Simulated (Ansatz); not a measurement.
# Ag (Im-3m) in Ansatz: a series of runs

One crystal, Ag, is run at these levels: r2SCAN; tasks: single point, equation of state.

Everything below comes from runs of Ansatz 0.2.0. Logs are shortened: lines on timing, memory, paths and dates and some standing lists are left out, and cuts for length are marked.

### 1 The crystal as given

The structure is cubic, space group Im-3m (No. 229). The conventional cell has a = 3.311 Å, b = 3.311 Å, c = 3.311 Å, α = 90.00°, β = 90.00°, γ = 90.00°. Ag (site symmetry m-3m) is surrounded by 8 Ag at 2.87 Å.

This isn't the form of Ag at room conditions, which is fcc.

### 2 Single point, r2SCAN, 17.06 Å³/atom (volume scaled by 0.94)

input.yaml reads:

```yaml
crystal:
  lattice:
    - [-1.6218556592, 1.6218556592, 1.6218556592]
    - [1.6218556592, -1.6218556592, 1.6218556592]
    - [1.6218556592, 1.6218556592, -1.6218556592]
  atoms:
    - { symbol: Ag, position: [0.0, 0.0, 0.0] }
hamiltonian:
  xc: r2scan
  pseudopotentials: { kind: paw }
kpoints:
  mp_grid: { grid: [11, 11, 11] }
scf:
  occupations: { method: fermi_dirac, width: 0.05 }
output:
  forces: true
  stress: true
  eigenvalues: true
```

Potentials or basis: Ansatz PAW.

Command:

```console
$ ansatz run input.yaml --threads 2 --pin off --max-ram 5632MiB --backend cpu --events-out ev --progress --plain --runs-dir out
```

The program printed:

```text
Warning: RAYON_NUM_THREADS=2 ignored (pool sized by the plan → 2); use --threads N
Engine: ansatz 0.2.0, x86_64-unknown-linux-gnu
Pseudopotentials: kind: paw
Pseudopotential: Ag, paw, valence charge 19, recommended cutoff 500 eV (meta_gga), Ag.paw.azcp
Functional definition: r2SCAN
  parameter k0 = 0.174
  parameter k1 = 0.065
  parameter a1 = 4.9479
  exchange = r2scan_x(k0 = k0, k1 = k1, a1 = a1)
  correlation = r2scan_c
Crystal: 1 atoms, lattice volume = 17.065 Å³
Basis set: ecut = 500 eV, 429 PW (Γ), exchange–correlation on 96×96×96 points (64 copies of the dense FFT grid, shifted against one another)
Bands: 14, of which v1, the nominal top of the filled ones, is band 10 counted from 1 (9 counted from 0)
Symmetry: 48 space group operations
Space group: Im-3m (ITA 229), of the structure as read, at distance tolerance 2.6e-5 Å
k-points: 56 of 1331
Non-local potential: Ag, projectors of the file, l = 0: 3, l = 1: 2, l = 2: 2, l = 3: 1
PAW form: soft (Blöchl's): semilocal exchange-correlation on the pseudo side does not see the compensation charge
PAW frozen core: Ag, regenerated for the run's functional (the file was generated under x = pbe(κ = 0.804, μ = 0.2195149727645171), c = pbe(β = 0.06672455060314922))
PAW one-centre angular grid: Ag, 590 points (default); XC on 160 Gauss nodes
Initial density: superposition of atomic densities (neutral atoms: chi_scale 0, normalization atom), corrected by the library's trained network
Initial wavefunctions: pseudopotential atomic-orbital guess
Functional: x = r2scan, c = r2scan; τ floored in thin density (d = 2e-4 eV/Å³)
SCF iter   1: F=—  HF=-7603.924122 eV  |F-HF|=—  |Δ(HF+E_count)|=         —  Δρ=1.10e-2  dr2=1.92e-2  dr2_τ=6.23e-4  ethr=1.77e-3  ⟨swp⟩=4.9  Hψ=3995  notcnv=0
preconditioner: auto → none  [insulator: Δε(μ)=0.221 eV  Ē_g=17.298 eV  σ=0.050 eV  W_gap=0.62  n_scr=12 (ndim 8)  ℏωp=29.8 eV  f_vac=0.000  D(μ)=0.46/eV (n_scr^D=0)  ε∞_Penn≈4.0]
SCF iter   2: F=—  HF=-7603.921208 eV  |F-HF|=—  |Δ(HF+E_count)|=   2.91e-3  Δρ=6.15e-3  dr2=2.41e-3  dr2_τ=6.40e-4  ethr=1.01e-4  ⟨swp⟩=2.2  Hψ=1641  notcnv=0  defer=19
SCF iter   3: F=—  HF=-7603.920807 eV  |F-HF|=—  |Δ(HF+E_count)|=   4.01e-4  Δρ=2.35e-3  dr2=4.56e-4  dr2_τ=2.43e-5  ethr=1.27e-5  ⟨swp⟩=2.3  Hψ=1154  notcnv=0  defer=19
SCF iter   4: F=—  HF=-7603.920741 eV  |F-HF|=—  |Δ(HF+E_count)|=   6.60e-5  Δρ=5.24e-4  dr2=2.13e-5  dr2_τ=2.09e-6  ethr=2.40e-6  ⟨swp⟩=1.0  Hψ=770  notcnv=0  defer=19
SCF iter   5: F=—  HF=-7603.920746 eV  |F-HF|=—  |Δ(HF+E_count)|=   4.62e-6  Δρ=6.50e-5  dr2=3.39e-7  dr2_τ=3.50e-8  ethr=1.12e-7  ⟨swp⟩=1.5  Hψ=926  notcnv=0  defer=19
SCF iter   6: F=-7603.920746 eV  HF=-7603.920746 eV  |F-HF|=3.52e-9  |Δ(HF+E_count)|=   8.37e-8  Δρ=5.86e-6  dr2=1.90e-9  dr2_τ=2.50e-10  ethr=5.26e-10  ⟨swp⟩=5.7  Hψ=3353  notcnv=0
SCF 1 converged in 6 iterations: F = -7603.920746 eV  dr2 = 1.90e-9
SCF converged after 6 iterations
Free energy (F): -7603.920746 eV
Harris-Foulkes:  -7603.920746 eV  (|F-HF|=3.52e-9)
Internal energy: -7603.917254 eV  (E = F + TS)
E sigma→0 (E₀):  -7603.919000 eV
Entropy (-TS):   -0.003492 eV (-3.492 meV/atom)
Fermi energy:    17.344065 eV
--- Per-component energies (eV) ---
  E_band       = -254.527562
  E_kinetic    = 528.389077
  E_local      = -2199.332396  (includes V_loc(G=0)·N_el)
  E_nonlocal   = 81.248735
  E_hartree    = 1003.339754
  E_xc         = -178.581575
  E_vxc        = -263.095075  (∫ρ·V_xc dr)
  E_paw        = -3922.409786  (= ΣΔE_a)
  E_vpaw       = -427.352084  (= ΣTr[D̂ρ^β])
  E_aug_tail   = 0.000061  (compensation charges beyond the density's cutoff)
  E_vtau       = 18.933871  (kinetic-family band-sum trace: ∫τ·v_τ [+ j·A + Jᵃ·Aᵃ] dr)
  E_ewald      = -2916.061812
  E_core_change = -0.509311  (= ΣΔE_core)
  E_smearing   = -0.003492  (= −TS)
  E_closure    = 0.000000  (closes the sum)
  Σ components = -7603.920746   (vs F -7603.920746, Δ=0.00e0)
--- Forces (eV/Å), atoms counted from 1 ---
  atom   1  Ag    -0.00000000     0.00000000    -0.00000000
  max |Σ_I F_I| component: 6.16e-32 eV/Å
--- Stress (GPa, compression-positive) ---
        2.225372      -0.000000      -0.000000
        0.000000       2.225372       0.000000
       -0.000000       0.000000       2.225372
  P = ⅓ Tr σ = 2.2254 GPa (22.254 kbar)
--- Band table (eV; the first three rows and the last of 56) ---
  k-point 0: bands = ["-77.3323", "-39.8559", "-39.8559", "-39.8559", "9.4069", "12.0685", "12.0685", "12.0685", "13.4197", "13.4197", "35.7550", "35.7550", "35.7550", "42.4669"]
  k-point 1: bands = ["-77.3308", "-39.8699", "-39.8609", "-39.8557", "9.6862", "12.0008", "12.0815", "12.2281", "13.3491", "13.4247", "35.0634", "35.6450", "35.9552", "40.1738"]
  k-point 2: bands = ["-77.3265", "-39.9075", "-39.8746", "-39.8553", "10.3957", "11.8235", "12.1897", "12.6766", "13.2335", "13.4419", "32.5174", "34.7194", "36.4728", "38.2633"]
  k-point 55: bands = ["-77.2971", "-39.9887", "-39.9869", "-39.9869", "10.6521", "10.6750", "14.1034", "14.1034", "14.1644", "23.6298", "24.8768", "24.8768", "30.8849", "31.2845"]
```

Wall time 3 s (2 threads of AMD EPYC (Zen 3), shared host); peak memory 0.35 GiB.

Results:

```yaml
Free_energy: -7603.9207 eV
Pressure: 2.2 GPa
Band_gap_on_the_k_mesh: none (metal or under the smearing width)
```

Caveat: the PAW data sets come from PBE, with cores solved anew for the run's functional, which leaves a small shift of forces and pressure.

### 3 Single point, r2SCAN, 17.43 Å³/atom (volume scaled by 0.96)

input.yaml reads:

```yaml
crystal:
  lattice:
    - [-1.6332775543, 1.6332775543, 1.6332775543]
    - [1.6332775543, -1.6332775543, 1.6332775543]
    - [1.6332775543, 1.6332775543, -1.6332775543]
  atoms:
    - { symbol: Ag, position: [0.0, 0.0, 0.0] }
hamiltonian:
  xc: r2scan
  pseudopotentials: { kind: paw }
kpoints:
  mp_grid: { grid: [11, 11, 11] }
scf:
  occupations: { method: fermi_dirac, width: 0.05 }
output:
  forces: true
  stress: true
  eigenvalues: true
  write_density: true
  write_potential: true
  elf: true
  volumetric_format: npy
```

Potentials or basis: Ansatz PAW.

Command:

```console
$ ansatz run input.yaml --threads 2 --pin off --max-ram 5632MiB --backend cpu --events-out ev --progress --plain --runs-dir out
```

It took 3.8 s on 2 threads of AMD EPYC (Zen 3), shared host; peak memory 0.35 GiB.

The run converged. Its results:

* Free energy: -7603.9232 eV
* Pressure: 0.0 GPa
* Band gap on the k mesh: none (metal or under the smearing width)

Caveat: the PAW data sets come from PBE, with cores solved anew for the run's functional, which leaves a small shift of forces and pressure.

### 4 Single point, r2SCAN, 17.79 Å³/atom (volume scaled by 0.98)

input.yaml reads:

```yaml
crystal:
  lattice:
    - [-1.6445418934, 1.6445418934, 1.6445418934]
    - [1.6445418934, -1.6445418934, 1.6445418934]
    - [1.6445418934, 1.6445418934, -1.6445418934]
  atoms:
    - { symbol: Ag, position: [0.0, 0.0, 0.0] }
hamiltonian:
  xc: r2scan
  pseudopotentials: { kind: paw }
kpoints:
  mp_grid: { grid: [11, 11, 11] }
scf:
  occupations: { method: fermi_dirac, width: 0.05 }
output:
  forces: true
  stress: true
  eigenvalues: true
```

Command:

```console
$ ansatz run input.yaml --threads 2 --pin off --max-ram 5632MiB --backend cpu --events-out ev --progress --plain --runs-dir out
```

Wall time 3.4 s (2 threads of AMD EPYC (Zen 3), shared host); peak memory 0.35 GiB.

Results (log left out):

| Quantity | Value |
| --- | --- |
| Free energy | -7603.9208 eV |
| Pressure | -2.0 GPa |
| Band gap on the k mesh | none (metal or under the smearing width) |

Caveat: the PAW data sets come from PBE, with cores solved anew for the run's functional, which leaves a small shift of forces and pressure.

### 5 Single point, r2SCAN, 18.15 Å³/atom

input.yaml reads:

```yaml
crystal:
  lattice:
    - [-1.655654, 1.655654, 1.655654]
    - [1.655654, -1.655654, 1.655654]
    - [1.655654, 1.655654, -1.655654]
  atoms:
    - { symbol: Ag, position: [0.0, 0.0, 0.0] }
hamiltonian:
  xc: r2scan
  pseudopotentials: { kind: paw }
kpoints:
  mp_grid: { grid: [11, 11, 11] }
scf:
  occupations: { method: fermi_dirac, width: 0.05 }
output:
  forces: true
  stress: true
  eigenvalues: true
  write_density: true
  write_potential: true
  elf: true
  volumetric_format: npy
```

Command:

```console
$ ansatz run input.yaml --threads 2 --pin off --max-ram 5632MiB --backend cpu --events-out ev --progress --plain --runs-dir out
```

It took 4.3 s on 2 threads of AMD EPYC (Zen 3), shared host; peak memory 0.36 GiB.

It converged, with:

```
Free energy            : -7603.9142 eV
Pressure               : -3.7 GPa
Band gap on the k mesh : none (metal or under the smearing width)
```

Caveat: the PAW data sets come from PBE, with cores solved anew for the run's functional, which leaves a small shift of forces and pressure.

### 6 Single point, r2SCAN, 18.52 Å³/atom (volume scaled by 1.02)

input.yaml reads:

```yaml
crystal:
  lattice:
    - [-1.6666189156, 1.6666189156, 1.6666189156]
    - [1.6666189156, -1.6666189156, 1.6666189156]
    - [1.6666189156, 1.6666189156, -1.6666189156]
  atoms:
    - { symbol: Ag, position: [0.0, 0.0, 0.0] }
hamiltonian:
  xc: r2scan
  pseudopotentials: { kind: paw }
kpoints:
  mp_grid: { grid: [11, 11, 11] }
scf:
  occupations: { method: fermi_dirac, width: 0.05 }
output:
  forces: true
  stress: true
  eigenvalues: true
```

Potentials or basis: Ansatz PAW.

Command:

```console
$ ansatz run input.yaml --threads 2 --pin off --max-ram 5632MiB --backend cpu --events-out ev --progress --plain --runs-dir out
```

Run time: 2.7 s. Hardware: 2 threads of AMD EPYC (Zen 3), shared host; peak memory 0.35 GiB.

The run converged. Its results:

| Item | Value |
| --- | --- |
| Free energy | -7603.9040 eV |
| Pressure | -5.2 GPa |
| Band gap on the k mesh | none (metal or under the smearing width) |

Caveat: the PAW data sets come from PBE, with cores solved anew for the run's functional, which leaves a small shift of forces and pressure.

### 7 Single point, r2SCAN, 18.88 Å³/atom (volume scaled by 1.04)

input.yaml, as its differences from that of step 6:

```diff
@@ -2,5 +2,5 @@
   lattice:
-    - [-1.6666189156, 1.6666189156, 1.6666189156]
-    - [1.6666189156, -1.6666189156, 1.6666189156]
-    - [1.6666189156, 1.6666189156, -1.6666189156]
+    - [-1.6774414196, 1.6774414196, 1.6774414196]
+    - [1.6774414196, -1.6774414196, 1.6774414196]
+    - [1.6774414196, 1.6774414196, -1.6774414196]
   atoms:
```

Command:

```console
$ ansatz run input.yaml --threads 2 --pin off --max-ram 5632MiB --backend cpu --events-out ev --progress --plain --runs-dir out
```

Run time: 3.4 s. Hardware: 2 threads of AMD EPYC (Zen 3), shared host; peak memory 0.35 GiB.

It converged, with:

* Free energy: -7603.8906 eV
* Pressure: -6.5 GPa
* Band gap on the k mesh: none (metal or under the smearing width)

Caveat: the PAW data sets come from PBE, with cores solved anew for the run's functional, which leaves a small shift of forces and pressure.

### 8 Single point, r2SCAN, 19.24 Å³/atom (volume scaled by 1.06)

input.yaml, as its differences from that of step 7:

```diff
@@ -2,5 +2,5 @@
   lattice:
-    - [-1.6774414196, 1.6774414196, 1.6774414196]
-    - [1.6774414196, -1.6774414196, 1.6774414196]
-    - [1.6774414196, 1.6774414196, -1.6774414196]
+    - [-1.6881260479, 1.6881260479, 1.6881260479]
+    - [1.6881260479, -1.6881260479, 1.6881260479]
+    - [1.6881260479, 1.6881260479, -1.6881260479]
   atoms:
```

Command:

```console
$ ansatz run input.yaml --threads 2 --pin off --max-ram 5632MiB --backend cpu --events-out ev --progress --plain --runs-dir out
```

Wall time 4.4 s (2 threads of AMD EPYC (Zen 3), shared host); peak memory 0.35 GiB.

It converged, with:

```
Free energy            : -7603.8745 eV
Pressure               : -7.7 GPa
Band gap on the k mesh : none (metal or under the smearing width)
```

Caveat: the PAW data sets come from PBE, with cores solved anew for the run's functional, which leaves a small shift of forces and pressure.

### 9 Equation of state, r2SCAN

Potentials or basis: Ansatz PAW.

This step only gathers the single runs of the series.

Results:

| Item | Value |
| --- | --- |
| Equilibrium volume | 17.42 Å³/atom |
| Bulk modulus | 102 GPa |
| Pressure derivative of the bulk modulus | 5.7 |

Energy against volume, from the lowest point:
```csv
volume (Å³/atom),energy (meV/atom)
17.065,2.41
17.428,0.00
17.791,2.40
18.154,8.97
18.517,19.20
18.880,32.57
19.243,48.68
```

Caveat: the PAW data sets were made with another functional, which shifts forces and pressure a little.
